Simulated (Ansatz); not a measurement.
**CaO (Fm-3m): G0W0 and the choice of datasets**

```cif
data_structure
_symmetry_space_group_name_H-M 'P 1'
_symmetry_Int_Tables_number 1
_cell_length_a 3.2821
_cell_length_b 3.2821
_cell_length_c 3.2821
_cell_angle_alpha 60.000
_cell_angle_beta 60.000
_cell_angle_gamma 60.000
_cell_volume 25.00
loop_
_atom_site_label
_atom_site_type_symbol
_atom_site_fract_x
_atom_site_fract_y
_atom_site_fract_z
_atom_site_occupancy
Ca1 Ca 0.00000 0.00000 0.00000 1
O1 O 0.50000 0.50000 0.50000 1
```

Held fixed (Ansatz):

```yaml
orbitals: PBE
k_mesh: 4×4×4
empty_bands: 161
response_cutoff: 200 eV
frequencies: plasmon pole, fitted at 0 and 21.01i eV
q_→_0_term: analytic weight of Carrier, Rohra and Görling
band_sums: cut at the band count
```

The gap is read from Γ to k = (0, -0.5, -0.5), linearised, between the Kohn-Sham band edges among the points solved. The direct gap is read between the top filled and lowest empty Kohn-Sham band at Γ. ε∞ is the electronic dielectric constant on this mesh.

(1) Taking all-electron, 3300 eV as the reference, which of the others (hard PAW, 700 eV; hand-made PAW, accurate, 900 eV; hand-made PAW, 930 eV; JTH PAW, 700 eV; soft PAW (1st gen.), 420 eV; norm-conserving, 1240 eV) gives the gap farthest from it?

## Answers

(1) Farthest from all-electron, 3300 eV in the G0W0 gap: norm-conserving, 1240 eV (-0.08 eV). The nearest differs by 0.004 eV.

```tsv
datasets, wave cutoff	KS gap (eV)	G0W0 gap (eV)	direct at Γ (eV)	ε∞
all-electron, 3300 eV	3.59	5.74	7.31	3.8
hard PAW, 700 eV	3.59	5.74	7.30	3.8
hand-made PAW, accurate, 900 eV	3.59	5.72	7.30	3.8
hand-made PAW, 930 eV	3.59	5.72	7.30	3.8
JTH PAW, 700 eV	3.58	5.73	7.23	3.8
soft PAW (1st gen.), 420 eV	3.59	5.77	7.25	3.8
norm-conserving, 1240 eV	3.59	5.66	7.13	3.8
```

The cell is a model at fixed atoms and needn't be the relaxed known crystal. Soft PAW datasets can miss an all-electron G0W0 gap by more than 5 %. With norm-conserving pseudopotentials the core–valence exchange is only approximate, which can shift gaps by tenths of an eV and RPA lattice constants by most of a per cent. Points k are given in fractions of the reciprocal vectors. The mesh is coarse, so these are values at the stated settings, not converged ones. Band sums or response are cut, so the gap isn't at its basis limit. The gap is read on the mesh, and the crystal's band edges can lie off it.
